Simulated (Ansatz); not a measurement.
# BaO: frozen-core PAW against all-electron methods

```yaml
crystal:
  lattice:
    - [0.00000, 2.75000, 2.75000]
    - [2.75000, 0.00000, 2.75000]
    - [2.75000, 2.75000, 0.00000]
  atoms:
    - { symbol: Ba, position: [0.00000, 0.00000, 0.00000] }
    - { symbol: O, position: [0.50000, 0.50000, 0.50000] }
```

Atoms are numbered in the order listed.

The conventional cell has a = 5.500 Å, b = 5.500 Å, c = 5.500 Å, α = 90.00°, β = 90.00°, γ = 90.00°. Ba (atom 1) has 6 O at 2.75 Å as nearest neighbours. O (atom 2) is surrounded by 6 Ba at 2.75 Å.

The cell is COD entry 5910030, as deposited and not checked against the literature; nothing was relaxed. It differs from other determinations.

Spin–orbit coupling is left out, though it moves levels of the heavy atoms by tenths of an eV or more.

Methods: DFT, PBE, PAW with Ansatz's default frozen-core files, scalar-relativistic (Ansatz 0.2.0); DFT, PBE, all-electron PAW with datasets made for the crystal, scalar-relativistic (Ansatz 0.2.0); DFT, PBE, all-electron LAPW, scalar-relativistic (Ansatz 0.2.0).

For PAW: a Γ-centred 8×8×8 k mesh, Fermi–Dirac smearing of 0.02 eV, cutoff 420 eV, no spin polarisation. The crystal-made all-electron datasets (AE datasets) take a cutoff of 320 eV at this cell. LAPW targets a basis error of 0.5 meV/atom. The Ansatz runs share mesh, smearing and spin set-up. Plane-wave (PAW) pressures include the program's estimate of the Pulay term.

Stress and pressure are positive in compression.

Levels count from the top of the valence band.

```csv
quantity,PAW,AE datasets,LAPW
pressure (GPa),3.02,3.03,3.03
band gap (eV),1.969,1.968,1.968
highest filled level at W (eV),-0.234,-0.234,-0.234
lowest empty level at W (eV),4.522,4.522,4.522
highest filled level at U (eV),-0.159,-0.159,-0.159
lowest empty level at U (eV),3.373,3.373,3.373
highest filled level at Γ (eV),-0.515,-0.513,-0.513
lowest empty level at Γ (eV),3.688,3.689,3.689
```

PAW's pressure differs from the LAPW value by about 0.01 GPa or less.
